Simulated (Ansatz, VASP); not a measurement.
TePb in VASP and in Ansatz

Contents of INCAR:

```
SYSTEM = TePb
PREC = Accurate
ENCUT = 520
EDIFF = 1E-6
ISMEAR = 0
SIGMA = 0.05
LREAL = .FALSE.
LASPH = .TRUE.
NELM = 100
ALGO = Fast
ISIF = 2
LWAVE = .FALSE.
LCHARG = .FALSE.
GGA = PE
NBANDS = 17
```

KPOINTS

```
Automatic mesh
0
G
  10 10 10
  0 0 0
```

Contents of POSCAR:

```
TePb
1.0
    0.0000000000      3.0993121906      3.0993121906
    3.0993121906      0.0000000000      3.0993121906
    3.0993121906      3.0993121906      0.0000000000
Te Pb
1 1
Direct
    0.5000000000      0.5000000000      0.5000000000
    0.0000000000      0.0000000000      0.0000000000
```

Input for Ansatz:

```yaml
crystal:
  lattice:
    - [0.0, 3.0993121906, 3.0993121906]
    - [3.0993121906, 0.0, 3.0993121906]
    - [3.0993121906, 3.0993121906, 0.0]
  atoms:
    - { symbol: Te, position: [0.5, 0.5, 0.5] }
    - { symbol: Pb, position: [0.0, 0.0, 0.0] }
basis:
  ecutwfc: 420
  ecutrho_ratio: 4
kpoints:
  mp_grid: { grid: [10, 10, 10] }
hamiltonian:
  xc: pbe
scf:
  occupations: { method: gaussian, width: 0.05 }
output:
  forces: true
  stress: true
  eigenvalues: true
```

Alike in both runs: task single point; functional PBE; k mesh 10 × 10 × 10; occupations gaussian, width 0.05 eV; no spin polarisation.

```csv
,VASP,Ansatz
version,VASP 6.6.1,Ansatz 0.2.0
potentials or method,"VASP PAW PBE potentials, release 64 (Te, Pb_d)","scalar-relativistic, plane waves, PAW"
plane-wave cutoff (eV),520,420
valence electrons in the cell,20,30
```

|  | VASP | Ansatz | Ansatz less VASP |
| --- | --- | --- | --- |
| gap on the k mesh at the Fermi level (eV) | 0.42 | 0.41 | -0.006 |
| least direct gap on the mesh (eV) | 0.42 | 0.41 | -0.006 |
| pressure (GPa) | 9.9 | 9.9 | +0.03 |

The two sets of potentials don't hold the same shells in valence.

Caveats: spin-orbit coupling is left out, which as a rule narrows the gap of such compounds by several tenths of an eV. A k mesh can miss the band edges.
